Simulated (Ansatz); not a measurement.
Ionic part of the dielectric constant of ZnS at 40 GPa, mode by mode

Computed with Ansatz, DFT LDA, scalar-relativistic, plane waves, PAW. Settings: 420 eV plane-wave cutoff, Γ-centred 10×10×10 mesh, fixed occupations. No spin polarisation. Phonons by linear response, acoustic sum rule imposed.

It takes space group F-43m (No. 216, cubic). Conventional cell: a = 4.857 Å, b = 4.857 Å, c = 4.857 Å, α = 90.00°, β = 90.00°, γ = 90.00°. Around Zn (site symmetry -43m) lie 4 S at 2.10 Å. S (site symmetry -43m) has 4 Zn at 2.10 Å as nearest neighbours.

The real crystal has changed phase below this pressure.

The primitive cell has V = 28.65 Å³ and ε∞,yy = 6.452. Each polar mode adds Δε = (4.92064×10⁷/V)·S/ν² along y, with S its oscillator strength in e²/amu, ν in cm⁻¹ and V in Å³.

Question: From these modes, find each Δε and ε0,yy.
```tsv
ν (cm⁻¹)	S_yy (e²/amu)
438.8	0.1057
```

Answer:
```
ν (cm⁻¹)    Δε
   438.8  0.94
```

The sum is 0.943, so ε0,yy = 7.40; the run's tensor has 7.40.

Question: Where do the longitudinal modes lie for a wave vector along y?

Answer: At 470 cm⁻¹. The Lyddane–Sachs–Teller product Π(ν_LO/ν_TO)² = 1.15 matches ε0/ε∞ = 1.15.

The static response of compressed zincblende ZnS is mainly electronic: the lattice adds only 0.94 to an ε∞ of 6.452. All of it comes from the one zone-centre optical mode, in which the Zn and S sublattices move against each other. Its contribution scales as the square of the Born effective charge over the force constant, since the masses cancel between oscillator strength and squared frequency. Short, stiff Zn–S bonds therefore keep the ionic part small, and partly covalent bonding probably limits the effective charge as well. The modest LO–TO separation, 438.8 against 470 cm⁻¹, has the same origin: the long-range field adds little to an already large short-range restoring force, and the electrons screen it strongly.

With a single polar mode, the Lyddane–Sachs–Teller agreement confirms internal consistency but is no independent test of the dielectric constant. Nor does the real, stiff polar mode contradict the loss of the zincblende phase, because a reconstructive transition to a more highly coordinated structure needs no soft mode at the zone centre.
